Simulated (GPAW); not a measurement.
Crystal: Sn.

```
CELL_PARAMETERS angstrom
-2.94014 2.94014 1.59930
2.94014 -2.94014 1.59930
2.94014 2.94014 -1.59930
ATOMIC_POSITIONS crystal
Sn 0.00000 0.00000 0.00000
Sn 0.75000 0.25000 0.50000
```

| Quantity | Value |
| --- | --- |
| Program | GPAW 26.7.0 |
| Task | single point |
| Functional | PBEsol |
| Potentials or basis | PAW data sets generated in the run's folder for this functional |
| Cutoff | 600 eV |
| Basis | pw |
| k mesh | 9 × 9 × 9 |
| Occupations | fermi-dirac, width 0.05 eV |
| Spin | no spin polarisation |

On this cell: pressure -1.7 GPa; largest force under 0.003 eV/Å; band gap on the k mesh none (metal or under the smearing width).

The same run follows on a disturbed copy (atoms moved at random, drawn with an rms of 0.05 Å):

```
CELL_PARAMETERS angstrom
-2.94014 2.94014 1.59930
2.94014 -2.94014 1.59930
2.94014 2.94014 -1.59930
ATOMIC_POSITIONS crystal
Sn 0.00707 0.99527 0.98770
Sn 0.74919 0.24451 0.49911
```

Question: What changes?

Answer: The energy (extrapolated to zero smearing) moves by +2.5 meV/atom; pressure -1.7 GPa; largest force 0.175 eV/Å; band gap on the k mesh none (metal or under the smearing width).

Forces in eV/Å, atoms in the order of the input:
```
Sn   0.169  0.044 -0.006
Sn  -0.169 -0.044  0.006
```

Stress tensor (GPa, compression positive):
```
-1.63 -0.02  0.29
-0.02 -1.35 -0.07
 0.29 -0.07 -1.97
```
